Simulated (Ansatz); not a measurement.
Zinc-blende AlSb was calculated with r²SCANh (Ansatz, a quantum-chemistry and plane-wave program, plane waves, PAW).

Numerical settings: plane-wave cutoff 520 eV, 8×8×8 k mesh, Fermi–Dirac smearing 0.01 eV, scalar-relativistic PAW data made under PBE.

Computed at the level's own relaxed cell.

Problem. Estimate the equilibrium lattice constant a, band gap and smallest direct gap on the k points sampled that the calculation returns.

Solution. 
- equilibrium lattice constant a: 6.163 Å
- band gap: 1.90 eV
- smallest direct gap on the k points sampled: 2.52 eV

Measured, for comparison: band gap 1.73 eV (zero-point renormalisation of 35 meV (experimental, the table's column) added back here, indirect; inputs from Miglio et al. (2020), arXiv:2011.12765); lattice constant a 6.128 Å (low temperature, thermal expansion removed or low-temperature value; zero-point expansion not removed; as tabulated in Zhang et al. (2018), doi:10.1088/1367-2630/aac7f0). Computed (rounded) less measured: lattice constant a +0.6 %.

Spin–orbit coupling is not included; with these elements it can move the gap by several tenths of an eV or more.

Static lattice: no zero-point or thermal effects.

Cost on a shared machine: about 29 core-minutes (a rough figure).
